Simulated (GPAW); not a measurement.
Runs of GPAW 26.7.0 on SnSe2. It takes space group P-3m1 (No. 164, trigonal). Conventional cell: a = 3.811 Å, b = 3.811 Å, c = 6.136 Å, α = 90.00°, β = 90.00°, γ = 120.00°. Around Sn (site symmetry -3m) lie 6 Se at 2.68 Å. Se (site symmetry 3m) has 3 Sn at 2.68 Å as nearest neighbours. 

```csv
task,level,potentials or basis,spin,cell,k mesh,ranks,band path,band points,optimizer,fmax,mesh quality,gap on the mesh (eV),pressure (GPa),relaxed volume (Å³/atom),largest force (eV/Å)
band structure,LDA,"the program's PAW data sets (release 1.2.1) made for this functional, pw","non-collinear, zero start, SOC",as given,4 × 4 × 2,4,"GMKGALHA,LM,KH",100,-,-,coarse,0.70,-,-,0.41
relaxation of cell and atoms,RPBE,"the program's PAW data sets (release 1.2.1) made for this functional, pw",off,relaxed,6 × 6 × 3,-,-,-,BFGS,0.02 eV/Å,not flagged,0.87,0.0,35.97,0.01
relaxation of cell and atoms,OLYP+D3,"PAW data sets generated in the run's folder for this functional, pw",off,relaxed,6 × 6 × 3,-,-,-,FIRE,0.01 eV/Å,not flagged,0.94,0.0,26.15,-
relaxation of cell and atoms,RPBE+D4,"the program's PAW data sets (release 1.2.1) made for this functional, pw",off,relaxed,6 × 6 × 3,-,-,-,BFGS,0.02 eV/Å,not flagged,(b),0.1,24.92,0.01
relaxation of cell and atoms,revPBE,"the program's PAW data sets (release 1.2.1) made for this functional, pw",off,relaxed,6 × 6 × 3,-,-,-,LBFGS,0.02 eV/Å,not flagged,(a),0.0,37.86,0.01
```

Alike in all rows: cutoff (eV) 600; smearing fermi-dirac 0.05 eV.

Q: Fill in the values left out.

A: (a) 0.86; (b) 0.59.

Caveats: some runs use coarse meshes; later steps reuse the first step's grids (some runs); spin-orbit coupling is left out, which moves the levels of the heavy elements (some runs); an odd mesh through Γ misses points on the zone boundary, where band edges often lie (some runs); the volume moved by over 15 % at a fixed basis, so the end points are rough (some runs); this functional lacks dispersion, which binds the layers, so the pressure and a relaxed spacing across them are unreliable, and here the layers came unbound (some runs); this program's spin-orbit splittings come out too wide for heavy elements (some runs); the mesh misses the band edges, which the band path finds closer together (some runs).

A k mesh can miss the band edges, and rows without SOC leave out spin-orbit coupling on Se, Sn.

Runs at the PBE level aren't shown here.
